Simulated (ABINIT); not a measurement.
# BAs (F-43m) in ABINIT: settings compared, part 2 of 2

ABINIT 10.8.3 (patched build). Earlier steps stand in the parts before.

## 3. Band structure, HCTH407

The input, run.abi:

```
# Datasets: ground state, then fixed potential
ndtset 2

# Pseudopotentials
pp_dirpath "./"
pseudos "As.GGA_PBE-JTH_sp.xml, B.GGA_PBE-JTH.xml"

# Structure
acell 6.3832096775 6.3832096775 6.3832096775
rprim
     0.0000000000     0.7071067812     0.7071067812
     0.7071067812     0.0000000000     0.7071067812
     0.7071067812     0.7071067812     0.0000000000
ntypat 2
znucl 33 5
natom 2
typat 1 2
xcart
     3.5827500000     3.5827500000     3.5827500000
     0.0000000000     0.0000000000     0.0000000000 Angstrom

# Plane-wave basis
ecut 408.170794 eV
pawecutdg 30.0

# Exchange and correlation
ixc 27

# Bands and occupations
occopt 3
tsmear 0.00183747

# SCF cycle
nstep 100

# Output
iomode 3
prtwf 0
prteig 0
prtebands 0
prtden1 1

# Dataset 1
kptopt1 1
ngkpt1 10 10 10
nshiftk1 1
shiftk1 0.0 0.0 0.0
nband1 8
tolvrs1 1.0e-9

# Dataset 2: bands along G-X-W-K-G-L-U-W-L-K
iscf2 -2
getden2 1
nband2 12
nbdbuf2 2
tolwfr2 1.0e-12
kptopt2 -9
ndivsm2 6
prteig2 1
kptbounds2
     0.0000000000     0.0000000000     0.0000000000
     0.5000000000     0.0000000000     0.5000000000
     0.5000000000     0.2500000000     0.7500000000
     0.3750000000     0.3750000000     0.7500000000
     0.0000000000     0.0000000000     0.0000000000
     0.5000000000     0.5000000000     0.5000000000
     0.6250000000     0.2500000000     0.6250000000
     0.5000000000     0.2500000000     0.7500000000
     0.5000000000     0.5000000000     0.5000000000
     0.3750000000     0.3750000000     0.7500000000
```

Potentials or basis: JTH PAW PBE v2.0 sp.

Command:

```sh
abinit run.abi > log 2>&1
```

Wall time 14 s (1 thread of Arm Neoverse V2, shared host); peak memory 0.11 GiB.

Results (log left out):

```
Free energy                                           : -252.9136 eV
Pressure                                              : 2.5 GPa
Band gap on the k mesh                                : 1.47 eV, indirect (least direct gap 3.34 eV)
Band gap along the path                               : 1.48 eV, indirect (least direct gap 3.34 eV)
Valence electrons inside the program's atomic spheres : As 2.88; B 1.78
```

Levels at the corners of the path, in eV from the valence-band top:
| point | band 1 | band 2 | band 3 | band 4 | band 5 | band 6 | band 7 | band 8 |
| --- | --- | --- | --- | --- | --- | --- | --- | --- |
| Γ | -15.37 | 0.00 | 0.00 | 0.00 | 3.34 | 3.34 | 3.34 | 4.73 |
| X | -11.25 | -8.55 | -4.04 | -4.04 | 1.75 | 1.78 | 11.60 | 11.60 |
| W | -11.10 | -8.14 | -5.35 | -5.08 | 5.70 | 6.12 | 7.19 | 7.19 |
| K | -11.30 | -8.20 | -5.80 | -3.45 | 2.36 | 5.86 | 9.42 | 10.00 |
| Γ | -15.37 | 0.00 | 0.00 | 0.00 | 3.34 | 3.34 | 3.34 | 4.73 |
| L | -12.57 | -8.70 | -1.82 | -1.82 | 2.82 | 4.95 | 4.95 | 9.63 |
| U | -11.30 | -8.20 | -5.80 | -3.45 | 2.36 | 5.86 | 9.42 | 10.00 |
| W | -11.10 | -8.14 | -5.35 | -5.08 | 5.70 | 6.12 | 7.19 | 7.19 |
| L | -12.57 | -8.70 | -1.82 | -1.82 | 2.82 | 4.95 | 4.95 | 9.63 |
| K | -11.30 | -8.20 | -5.80 | -3.45 | 2.36 | 5.86 | 9.42 | 10.00 |

Caveat: the PAW data sets were made with another functional, which shifts forces and pressure a little; this set keeps more shells in the core, which shifts pressures and gaps.

## 4. Equation of state, LDA-PZ

The input, run.abi:

```
# Datasets: one volume each
ndtset 7
getwfk -1
scalecart1 3*0.9795861087
scalecart2 3*0.9864848297
scalecart3 3*0.9932883884
scalecart4 3*1.0000000000
scalecart5 3*1.0066227096
scalecart6 3*1.0131594038
scalecart7 3*1.0196128224

# Pseudopotentials
pp_dirpath "./"
pseudos "As.LDA_PW-JTH.xml, B.LDA_PW-JTH.xml"

# Structure
acell 6.3832096775 6.3832096775 6.3832096775
rprim
     0.0000000000     0.7071067812     0.7071067812
     0.7071067812     0.0000000000     0.7071067812
     0.7071067812     0.7071067812     0.0000000000
ntypat 2
znucl 33 5
natom 2
typat 1 2
xred
     0.7500000000     0.7500000000     0.7500000000
     0.0000000000     0.0000000000     0.0000000000

# Plane-wave basis
ecut 15.0
pawecutdg 30.0

# k points
kptopt 1
ngkpt 10 10 10
nshiftk 1
shiftk 0.0 0.0 0.0

# Exchange and correlation
ixc 2

# Bands and occupations
nband 13
occopt 3
tsmear 0.05 eV

# SCF cycle
nstep 100
tolvrs 1.0e-9

# Output
iomode 3
prtwf 1
prtden 0
prteig 0
prtebands 0
enunit 1
```

Potentials or basis: JTH PAW LDA v2.0.

Command:

```sh
abinit run.abi > log 2>&1
```

It took 45 s on 1 thread of Arm Neoverse V2, shared host; peak memory 0.11 GiB.

Results (log left out):

```
Equilibrium volume                      : 13.26 Å³/atom
Bulk modulus                            : 147 GPa
Pressure derivative of the bulk modulus : 4.1
```

Energy against volume, from the lowest point:
```
volume (Å³/atom)  energy (meV/atom)
          12.809               7.14
          13.081               0.84
          13.354               0.00
          13.626               4.17
          13.899              12.83
          14.171              25.47
          14.444              41.78
```

Caveat: pressures at fixed basis lie under the slope of the energies.

## 5. Band structure, BP86

The input, run.abi:

```
ndtset 2

pp_dirpath "./"
pseudos "As.GGA_PBE-JTH_sp.xml, B.GGA_PBE-JTH.xml"

acell 3.3778490937 3.3778490937 3.3778490937 Angstrom
rprim
     0.0000000000     0.7071067812     0.7071067812
     0.7071067812     0.0000000000     0.7071067812
     0.7071067812     0.7071067812     0.0000000000
ntypat 2
znucl 33 5
natom 2
typat 1 2
xcart
     6.7704162730     6.7704162730     6.7704162730
     0.0000000000     0.0000000000     0.0000000000

ecut 15.0
pawecutdg 30.0

ixc -106132

occopt 3
tsmear 0.00183747

nstep 100

iomode 3
prtwf 0
prteig 0
prtebands 0
prtden1 1

kptopt1 1
ngkpt1 10 10 10
nshiftk1 1
shiftk1 0.0 0.0 0.0
nband1 8
tolvrs1 1.0e-9

iscf2 -2
getden2 1
nband2 12
nbdbuf2 2
tolwfr2 1.0e-12
kptopt2 -9
ndivsm2 6
prteig2 1
prtvol2 -3
kptbounds2
     0.0000000000     0.0000000000     0.0000000000
     0.5000000000     0.0000000000     0.5000000000
     0.5000000000     0.2500000000     0.7500000000
     0.3750000000     0.3750000000     0.7500000000
     0.0000000000     0.0000000000     0.0000000000
     0.5000000000     0.5000000000     0.5000000000
     0.6250000000     0.2500000000     0.6250000000
     0.5000000000     0.2500000000     0.7500000000
     0.5000000000     0.5000000000     0.5000000000
     0.3750000000     0.3750000000     0.7500000000
```

Potentials or basis: JTH PAW PBE v2.0 sp.

Command:

```sh
abinit run.abi > log 2>&1
```

Wall time 13 s (1 thread of Arm Neoverse V2, shared host); peak memory 0.11 GiB.

Results (log left out):

```yaml
Free_energy: -252.9289 eV
Pressure: 4.6 GPa
Band_gap_on_the_k_mesh: 1.23 eV, indirect (least direct gap 3.33 eV)
Band_gap_along_the_path: 1.24 eV, indirect (least direct gap 3.33 eV)
Valence_electrons_inside_the_program's_atomic_spheres: As 2.86; B 1.78
```

Levels at the corners of the path, in eV from the valence-band top:
```
point  band 2  band 3  band 4  band 5  band 6  band 7
    Γ    0.00    0.00    0.00    3.33    3.33    3.33
    X   -8.51   -4.05   -4.05    1.49    1.50   11.48
    W   -8.06   -5.45   -5.17    5.41    6.05    6.91
    K   -8.14   -5.91   -3.46    2.11    5.67    9.35
    Γ    0.00    0.00    0.00    3.33    3.33    3.33
    L   -8.75   -1.81   -1.81    2.72    4.87    4.87
    U   -8.14   -5.91   -3.46    2.11    5.67    9.35
    W   -8.06   -5.45   -5.17    5.41    6.05    6.91
    L   -8.75   -1.81   -1.81    2.72    4.87    4.87
    K   -8.14   -5.91   -3.46    2.11    5.67    9.35
```

Caveat: the PAW data sets were made with another functional, which shifts forces and pressure a little; this set keeps more shells in the core, which shifts pressures and gaps.

## 6. Equation of state, RPBE

The input, run.abi:

```
ndtset 7
getwfk -1
scalecart1 3*0.9795861087
scalecart2 3*0.9864848297
scalecart3 3*0.9932883884
scalecart4 3*1.0000000000
scalecart5 3*1.0066227096
scalecart6 3*1.0131594038
scalecart7 3*1.0196128224

pp_dirpath "./"
pseudos "As.GGA_PBE-JTH_sp.xml, B.GGA_PBE-JTH.xml"

acell 3*1.0 Angstrom
rprim
     0.0000000000     2.3885000000     2.3885000000
     2.3885000000     0.0000000000     2.3885000000
     2.3885000000     2.3885000000     0.0000000000
ntypat 2
znucl 33 5
natom 2
typat 1 2
xred
     0.7500000000     0.7500000000     0.7500000000
     0.0000000000     0.0000000000     0.0000000000

ecut 15.0
pawecutdg 30.0

kptopt 1
ngkpt 10 10 10
nshiftk 1
shiftk 0.0 0.0 0.0

ixc 15

nband 8
occopt 3
tsmear 0.05 eV

nstep 100
tolvrs 1.0e-9

iomode 3
prtwf 1
prtden 0
prteig 0
prtebands 0
enunit 2
```

Potentials or basis: JTH PAW PBE v2.0 sp.

Command:

```sh
abinit run.abi > log 2>&1
```

Run time: 32 s. Hardware: 1 thread of Arm Neoverse V2, shared host; peak memory 0.12 GiB.

The run converged. Its results:

* Equilibrium volume: 14.24 Å³/atom
* Bulk modulus: 127 GPa
* Pressure derivative of the bulk modulus: 3.8

Energy against volume, from the lowest point:
```
volume (Å³/atom)  energy (meV/atom)
          12.809              67.59
          13.081              42.85
          13.354              24.19
          13.626              11.17
          13.899               3.29
          14.171               0.00
          14.444               0.97
```

Caveat: pressures at fixed basis lie under the slope of the energies; the PAW data sets were made with another functional, which shifts forces and pressure a little; this set keeps more shells in the core, which shifts pressures and gaps. RPBE and its kin give volumes clearly too large for solids.

## 7. Summary

| task | level | potentials or basis | gap on the mesh (eV) | pressure (GPa) | V0 of scaled cells (Å³/atom) | B0 (GPa) |
| --- | --- | --- | --- | --- | --- | --- |
| band structure | LDA | JTH PAW LDA v2.0 | 1.13 | -4.1 | - | - |
| band structure | HCTH407 | JTH PAW PBE v2.0 sp | 1.47 | 2.5 | - | - |
| equation of state | LDA-PZ | JTH PAW LDA v2.0 | - | - | 13.26 | 147 |
| band structure | BP86 | JTH PAW PBE v2.0 sp | 1.23 | 4.6 | - | - |
| equation of state | RPBE | JTH PAW PBE v2.0 sp | - | - | 14.24 | 127 |

Alike in all rows: no spin polarisation; cell as given; k mesh 10 × 10 × 10; cutoff (eV) 408; smearing fermi-dirac 0.05 eV.

Caveats: the PAW data sets were made with another functional, which shifts forces and pressure a little (some runs); this set keeps more shells in the core, which shifts pressures and gaps (some runs); pressures at fixed basis lie under the slope of the energies (some runs).

Absolute energies hang on the potentials; compare differences alone.

## 8. Against experiment

Step 4. Measured bulk modulus of BAs: 148 GPa (quoted in “Basic Physical Properties of Cubic Boron Arsenide”, 2019, arxiv:1911.11281). This calculation gives 147 GPa (-0.5 %). The fit is for a static lattice scaled at fixed shape and fixed fractional positions.

Step 6. Measured bulk modulus of BAs: 148 GPa (quoted in “Basic Physical Properties of Cubic Boron Arsenide”, 2019, arxiv:1911.11281). This calculation gives 127 GPa (-14.1 %). The fit is for a static lattice scaled at fixed shape and fixed fractional positions.
